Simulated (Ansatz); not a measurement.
Two-dimensional strain map in SiNi

Method: DFT PBEsol, scalar-relativistic, plane waves, PAW (Ansatz 0.2.0). Cutoff 420 eV, Γ-centred 8×12×8 k-points, Gaussian smearing of 0.15 eV. No spin polarisation. A magnetic state may lie lower. Energies are free energies at this smearing, counted from the undisturbed cell; pressure is positive in compression.

The undisturbed cell (relaxed at this level):

```xyz
8
Lattice="5.0878 0.0000 0.0000 0.0000 3.3578 0.0000 0.0000 0.0000 5.5278" Properties=species:S:1:pos:R:3 pbc="T T T"
Si    1.6354    2.5183    0.4785
Si    0.9085    0.8394    3.2424
Si    4.1793    2.5183    2.2855
Si    3.4525    0.8394    5.0494
Ni    0.0473    0.8394    1.0358
Ni    2.4966    2.5183    3.7998
Ni    2.5912    0.8394    1.7281
Ni    5.0405    2.5183    4.4920
```

The cell is strained by p along both x and y and by q along z, fractional coordinates fixed. Points are written (p, q).

Energy above the undisturbed cell in meV/atom (a dash: not computed):

```
 p \ q  -0.030  -0.015  0.000  0.015  0.030
-0.030    64.8    46.2   34.1   27.9   26.9
 0.000    10.7       –    0.0      –   10.2
 0.030    20.9       –   27.6      –   52.2
```

Pressure in GPa:

```csv
p \ q,-0.030,-0.015,0.000,0.015,0.030
-0.030,21.9,17.7,13.9,10.5,7.3
0.000,6.3,–,0.0,–,-5.1
0.030,-5.1,–,-10.1,–,-14.1
```